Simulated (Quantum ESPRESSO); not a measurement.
**Na under changes of volume**

One of the cells (37.614 Å³/atom); the others are scaled copies at fixed shape and fractional positions:

```
Na
1.0
    -1.88829    1.88829    2.63728
     1.88829   -1.88829    2.63728
     1.88829    1.88829   -2.63728
Na
1
Direct
  0.00000 0.00000 0.00000
```

This isn't the form of Na at room conditions, which is bcc.

| Item | Value |
| --- | --- |
| Program | Quantum ESPRESSO 7.5 |
| Functional | PBE |
| Potentials or basis | SSSP 1.3 efficiency PBE |
| Cutoff | 748 eV |
| Density cutoff | 5987 eV |
| k mesh | 10 × 10 × 10 |
| Occupations | fermi-dirac, width 0.05 eV |
| Spin | no spin polarisation |

```tsv
volume (Å³/atom)	energy over the lowest point (meV/atom)	pressure (GPa)
35.357	?	?
36.110	0.68	0.2
36.862	0.00	0.1
37.614	0.08	-0.1
38.367	0.85	-0.2
39.119	2.25	-0.4
39.871	4.23	-0.5
```

Q: What does the run at 35.357 Å³/atom give?

A: Energy over the lowest point 2.20 meV/atom; pressure 0.4 GPa.

Worked out: A Birch-Murnaghan fit of order 3 (a polynomial in V^(-2/3)) to the other rows has its minimum at 37.15 Å³/atom with B0 = V·E''(V) = 7.7 GPa and B' = 3.5 at fixed shape and positions, which overstates the stiffness. It gives 2.19 meV/atom at 35.357 Å³/atom, against the run's 2.20, and -dE/dV = 0.4 GPa, against 0.4.

Energies are extrapolated to zero smearing.
